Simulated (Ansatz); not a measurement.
# Relaxing Ca in the bcc type

First guess:

```
CELL_PARAMETERS angstrom
-2.02816 2.02816 2.02816
2.02816 -2.02816 2.02816
2.02816 2.02816 -2.02816
ATOMIC_POSITIONS crystal
Ca 0.00000 0.00000 0.00000
```

These are results of DFT, PBE, PAW with Ansatz's default frozen-core files, scalar-relativistic (Ansatz 0.2.0), not measurements.

Cell and atoms relax within the symmetry of the start on a 13×13×13 k mesh with 0.08 eV Fermi–Dirac smearing.

The start is built from a prototype, known or not as a phase of this compound; the cutoff is 420 eV.

Task: What is the pressure of the first guess?

Result: 5.54 GPa.

Task: What does it relax to?

Result: a = 4.381 Å, b = 4.381 Å, c = 4.381 Å, α = 90.00°, β = 90.00°, γ = 90.00° (conventional cell), 42.04 Å³ per atom:
```cif
data_structure
_symmetry_space_group_name_H-M 'Im-3m'
_symmetry_Int_Tables_number 229
_cell_length_a 4.3808
_cell_length_b 4.3808
_cell_length_c 4.3808
_cell_angle_alpha 90.000
_cell_angle_beta 90.000
_cell_angle_gamma 90.000
_cell_volume 84.07
loop_
_atom_site_label
_atom_site_type_symbol
_atom_site_symmetry_multiplicity
_atom_site_Wyckoff_symbol
_atom_site_fract_x
_atom_site_fract_y
_atom_site_fract_z
_atom_site_occupancy
Ca1 Ca 2 a 0.00000 0.00000 0.00000 1
```

Task: How much energy does the relaxation release?

Result: 129 meV/atom.
